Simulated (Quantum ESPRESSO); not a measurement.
# MgB2 (P6/mmm) in Quantum ESPRESSO: convergence with k mesh

Aim: find how far k mesh must go before the results for MgB2 settle, at PBE. This setting moves, with any that are tied to it; all else stays.

Everything below comes from runs of Quantum ESPRESSO 7.5. Logs are shortened: lines on timing, memory, paths and dates and some standing lists are left out, and cuts for length are marked.

**1. The crystal as given**

Symmetry: P6/mmm, No. 191, hexagonal system. Conventional cell: a = 3.085 Å, b = 3.085 Å, c = 3.523 Å, α = 90.00°, β = 90.00°, γ = 120.00°. Mg (site symmetry 6/mmm) has 12 B at 2.51 Å as nearest neighbours. B (site symmetry -6m2) has 3 B at 1.78 Å as nearest neighbours.

**2. With k mesh 2 × 2 × 1**

The input, pw.in:

```
&CONTROL
  calculation = 'scf'
  prefix = 'pwscf'
  outdir = './tmp'
  pseudo_dir = './pseudo'
  tprnfor = .true.
  tstress = .true.
  disk_io = 'nowf'
/
&SYSTEM
  ibrav = 0
  nat = 3
  ntyp = 2
  ecutwfc = 45
  ecutrho = 360
  nbnd = 14
  occupations = 'smearing'
  smearing = 'fd'
  degauss = 0.00734986
/
&ELECTRONS
  conv_thr = 6d-10
  electron_maxstep = 120
  mixing_beta = 0.5
/
ATOMIC_SPECIES
Mg    24.3050 mg_pbe_v1.4.uspp.F.UPF
B     10.8100 b_pbe_v1.4.uspp.F.UPF
CELL_PARAMETERS angstrom
   3.0850000000    0.0000000000    0.0000000000
  -1.5425000000    2.6716883707    0.0000000000
   0.0000000000    0.0000000000    3.5230000000
ATOMIC_POSITIONS crystal
Mg     0.0000000000    0.0000000000    0.0000000000
B      0.6666666667    0.3333333333    0.5000000000
B      0.3333333333    0.6666666667    0.5000000000
K_POINTS automatic
2 2 1 0 0 0
```

Potentials or basis: GBRV 1.5 PBE.

Run with:

```sh
OMP_NUM_THREADS=1 pw.x -in pw.in > pw.out
```

It took 2.9 s on 1 thread of Arm Neoverse V1, shared host; peak memory 0.12 GiB.

Results:

```yaml
Free_energy: -1874.8230 eV
Pressure: 7.1 GPa
Band_gap_on_the_k_mesh: 0.87 eV, direct
```

**3. With k mesh 3 × 3 × 2**

pw.in, as its differences from that of step 2:

```diff
@@ -37,2 +37,2 @@
 K_POINTS automatic
-2 2 1 0 0 0
+3 3 2 0 0 0
```

Potentials or basis: GBRV 1.5 PBE.

Run with:

```sh
OMP_NUM_THREADS=1 pw.x -in pw.in > pw.out
```

Run time: 3.8 s. Hardware: 1 thread of Arm Neoverse V1, shared host; peak memory 0.12 GiB.

Results:

```yaml
Free_energy: -1879.0041 eV
Pressure: -1.0 GPa
Band_gap_on_the_k_mesh: none (metal or under the smearing width)
```

**4. With k mesh 4 × 4 × 4**

pw.in, as its differences from that of step 3:

```diff
@@ -37,2 +37,2 @@
 K_POINTS automatic
-3 3 2 0 0 0
+4 4 4 0 0 0
```

Run with:

```sh
OMP_NUM_THREADS=1 pw.x -in pw.in > pw.out
```

Wall time 4.1 s (1 thread of Arm Neoverse V1, shared host); peak memory 0.12 GiB.

What came out:

```yaml
Free_energy: -1879.4439 eV
Pressure: -1.9 GPa
Band_gap_on_the_k_mesh: none (metal or under the smearing width)
```

**5. With k mesh 6 × 6 × 5**

pw.in, as its differences from that of step 4:

```diff
@@ -37,2 +37,2 @@
 K_POINTS automatic
-4 4 4 0 0 0
+6 6 5 0 0 0
```

Run with:

```sh
OMP_NUM_THREADS=1 pw.x -in pw.in > pw.out
```

Run time: 5.8 s. Hardware: 1 thread of Arm Neoverse V1, shared host; peak memory 0.13 GiB.

Results:

* Free energy: -1879.4772 eV
* Pressure: -1.1 GPa
* Band gap on the k mesh: none (metal or under the smearing width)

**6. With k mesh 8 × 8 × 6**

pw.in, as its differences from that of step 5:

```diff
@@ -37,2 +37,2 @@
 K_POINTS automatic
-6 6 5 0 0 0
+8 8 6 0 0 0
```

Potentials or basis: GBRV 1.5 PBE.

Run with:

```sh
OMP_NUM_THREADS=1 pw.x -in pw.in > pw.out
```

It took 8.6 s on 1 thread of Arm Neoverse V1, shared host; peak memory 0.13 GiB.

Results (log left out):

```yaml
Free_energy: -1879.4847 eV
Pressure: -1.1 GPa
Band_gap_on_the_k_mesh: none (metal or under the smearing width)
```

**7. With k mesh 9 × 9 × 7**

pw.in, as its differences from that of step 6:

```diff
@@ -37,2 +37,2 @@
 K_POINTS automatic
-8 8 6 0 0 0
+9 9 7 0 0 0
```

Run with:

```sh
OMP_NUM_THREADS=1 pw.x -in pw.in > pw.out
```

Run time: 9.8 s. Hardware: 1 thread of Arm Neoverse V1, shared host; peak memory 0.13 GiB.

It converged, with:

```
Free energy            : -1879.4895 eV
Pressure               : -1.2 GPa
Band gap on the k mesh : none (metal or under the smearing width)
```

**8. With k mesh 10 × 10 × 8**

pw.in, as its differences from that of step 7:

```diff
@@ -37,2 +37,2 @@
 K_POINTS automatic
-9 9 7 0 0 0
+10 10 8 0 0 0
```

Run with:

```sh
OMP_NUM_THREADS=1 pw.x -in pw.in > pw.out
```

Run time: 13 s. Hardware: 1 thread of Arm Neoverse V1, shared host; peak memory 0.14 GiB.

The run converged. Its results:

```
Free energy            : -1879.4877 eV
Pressure               : -1.2 GPa
Band gap on the k mesh : none (metal or under the smearing width)
```

**9. With k mesh 12 × 12 × 10**

pw.in, as its differences from that of step 8:

```diff
@@ -37,2 +37,2 @@
 K_POINTS automatic
-10 10 8 0 0 0
+12 12 10 0 0 0
```

Potentials or basis: GBRV 1.5 PBE.

Run with:

```sh
OMP_NUM_THREADS=1 pw.x -in pw.in > pw.out
```

It took 20 s on 1 thread of Arm Neoverse V1, shared host; peak memory 0.14 GiB.

The run converged. Its results:

```
Free energy            : -1879.4867 eV
Pressure               : -1.2 GPa
Band gap on the k mesh : none (metal or under the smearing width)
```

**10. With k mesh 14 × 14 × 11**

pw.in, as its differences from that of step 9:

```diff
@@ -37,2 +37,2 @@
 K_POINTS automatic
-12 12 10 0 0 0
+14 14 11 0 0 0
```

Potentials or basis: GBRV 1.5 PBE.

Run with:

```sh
OMP_NUM_THREADS=1 pw.x -in pw.in > pw.out
```

pw.out:

```text
This program is part of the open-source Quantum ESPRESSO suite
     for quantum simulation of materials; please cite
[... 9 lines left out ...]
     --------------------
     sticks:   dense  smooth     PW     G-vecs:    dense   smooth      PW
     Sum         847     421    127                22655     7997    1389

     Using Slab Decomposition

     bravais-lattice index     =            0
     lattice parameter (alat)  =       5.8298  a.u.
     unit-cell volume          =     195.9522 (a.u.)^3
     number of atoms/cell      =            3
     number of atomic types    =            2
     number of electrons       =        16.00
     number of Kohn-Sham states=           14
     kinetic-energy cutoff     =      45.0000  Ry
     charge density cutoff     =     360.0000  Ry
     scf convergence threshold =      6.0E-10
     mixing beta               =       0.5000
     number of iterations used =            8  plain     mixing
     Exchange-correlation=  SLA  PW   PBX  PBC
                           (   1   4   3   4   0   0   0)

     celldm(1)=   5.829805  celldm(2)=   0.000000  celldm(3)=   0.000000
     celldm(4)=   0.000000  celldm(5)=   0.000000  celldm(6)=   0.000000

     crystal axes: (cart. coord. in units of alat)
               a(1) = (   1.000000   0.000000   0.000000 )
               a(2) = (  -0.500000   0.866025   0.000000 )
               a(3) = (   0.000000   0.000000   1.141977 )

     reciprocal axes: (cart. coord. in units 2 pi/alat)
               b(1) = (  1.000000  0.577350 -0.000000 )
               b(2) = (  0.000000  1.154701  0.000000 )
               b(3) = (  0.000000 -0.000000  0.875674 )

     PseudoPot. # 1 for Mg read from file:
     mg_pbe_v1.4.uspp.F.UPF
     Pseudo is Ultrasoft, Zval = 10.0
     Generated by new atomic code, or converted to UPF format
     Using radial grid of  821 points,  7 beta functions with:
                l(1) =   0
                l(2) =   0
                l(3) =   0
                l(4) =   1
                l(5) =   1
                l(6) =   2
                l(7) =   2
     Q(r) pseudized with  8 coefficients,  rinner =    1.200   1.200   1.200
                                                       1.200   1.200

     PseudoPot. # 2 for B  read from file:
     b_pbe_v1.4.uspp.F.UPF
     Pseudo is Ultrasoft + core correction, Zval =  3.0
     Generated by new atomic code, or converted to UPF format
     Using radial grid of  781 points,  4 beta functions with:
                l(1) =   0
                l(2) =   0
                l(3) =   1
                l(4) =   1
     Q(r) pseudized with  8 coefficients,  rinner =    1.100   1.100   1.100

     atomic species   valence    mass     pseudopotential
     Mg               10.00    24.30500     Mg( 1.00)
     B                 3.00    10.81000     B ( 1.00)

     24 Sym. Ops., with inversion, found

   Cartesian axes

     site n.     atom                  positions (alat units)
         1        Mg     tau(   1) = (   0.0000000   0.0000000   0.0000000  )
         2        B      tau(   2) = (   0.5000000   0.2886751   0.5709887  )
         3        B      tau(   3) = (  -0.0000000   0.5773503   0.5709887  )

     number of k points=   144  Fermi-Dirac smearing, width (Ry)=  0.0073

     Number of k-points >= 100: set verbosity='high' to print them.

     Dense  grid:    22655 G-vectors     FFT dimensions: (  36,  36,  45)

     Smooth grid:     7997 G-vectors     FFT dimensions: (  25,  25,  30)

     Initial potential from superposition of free atoms

     starting charge      15.6992, renormalised to      16.0000
     Starting wfcs are   13 randomized atomic wfcs +    1 random wfcs

     Self-consistent Calculation

     iteration #  1     ecut=    45.00 Ry     beta= 0.50
     Davidson diagonalization with overlap
     ethr =  1.00E-02,  avg # of iterations =  5.7

     total energy              =    -138.06397787 Ry
     estimated scf accuracy    <       0.42680146 Ry

     iteration #  2     ecut=    45.00 Ry     beta= 0.50
     Davidson diagonalization with overlap
     ethr =  2.67E-03,  avg # of iterations =  2.4
[... 43 lines left out ...]
     total energy              =    -138.13984144 Ry
     estimated scf accuracy    <          6.6E-09 Ry

     iteration #  9     ecut=    45.00 Ry     beta= 0.50
     Davidson diagonalization with overlap
     ethr =  4.14E-11,  avg # of iterations =  2.1

     End of self-consistent calculation

     Number of k-points >= 100: set verbosity='high' to print the bands.

     the Fermi energy is     9.0136 ev

!    total energy              =    -138.13984144 Ry
     estimated scf accuracy    <          1.4E-10 Ry
     smearing contrib. (-TS)   =      -0.00172761 Ry
     internal energy E=F+TS    =    -138.13811383 Ry

     The total energy is F=E-TS. E is the sum of the following terms:
     one-electron contribution =     -88.75007522 Ry
     hartree contribution      =      47.40991270 Ry
     xc contribution           =     -22.94202729 Ry
     ewald contribution        =     -73.85592402 Ry

     convergence has been achieved in   9 iterations

     Forces acting on atoms (cartesian axes, Ry/au):

     atom    1 type  1   force =     0.00000000   -0.00000000    0.00000000
     atom    2 type  2   force =     0.00000000   -0.00000000    0.00000000
     atom    3 type  2   force =    -0.00000000   -0.00000000    0.00000000

     Total force =     0.000000     Total SCF correction =     0.000000

     Computing stress (Cartesian axis) and pressure

          total   stress  (Ry/bohr**3)                   (kbar)     P=      -12.36
  -0.00011614  -0.00000000   0.00000000          -17.08       -0.00        0.00
   0.00000000  -0.00011614   0.00000000            0.00      -17.08        0.00
   0.00000000  -0.00000000  -0.00001983            0.00       -0.00       -2.92

=------------------------------------------------------------------------------=
   JOB DONE.
=------------------------------------------------------------------------------=
```

It took 24 s on 1 thread of Arm Neoverse V1, shared host; peak memory 0.15 GiB.

Results:

- Free energy: -1879.4883 eV
- Pressure: -1.2 GPa
- Band gap on the k mesh: none (metal or under the smearing width)

**11. Summary**

```
      k mesh  energy less the tightest run, at zero smearing (meV/atom)  pressure (GPa)  gap on the mesh (eV)  SCF cycles  CPU time (s)  peak memory (GiB)
   2 × 2 × 1                                                    1552.82            7.09                 0.868           9           2.9               0.12
   3 × 3 × 2                                                     163.29           -1.03                 0.000          10           3.8               0.12
   4 × 4 × 4                                                      16.83           -1.91                 0.000           8           4.1               0.12
   6 × 6 × 5                                                       5.44           -1.09                 0.000           9           5.8               0.13
   8 × 8 × 6                                                       2.31           -1.11                 0.000           9           8.6               0.13
   9 × 9 × 7                                                      -0.88           -1.18                 0.000           9           9.8               0.13
 10 × 10 × 8                                                       0.17           -1.16                 0.000           9            13               0.14
12 × 12 × 10                                                       0.72           -1.23                 0.000           9            20               0.14
14 × 14 × 11                                                       0.00           -1.24                 0.000           9            24               0.15
```

Against the tightest run, the energy stays within 1 meV/atom from 9 × 9 × 7 on; the pressure stays within 0.1 GPa from 9 × 9 × 7 on; the gap on the mesh stays within 0.01 eV from 3 × 3 × 2 on. Meshes of other sizes hit other points, so gaps and Fermi surfaces needn't settle smoothly. The tightest run that finished is the yardstick and may itself not be fully converged.
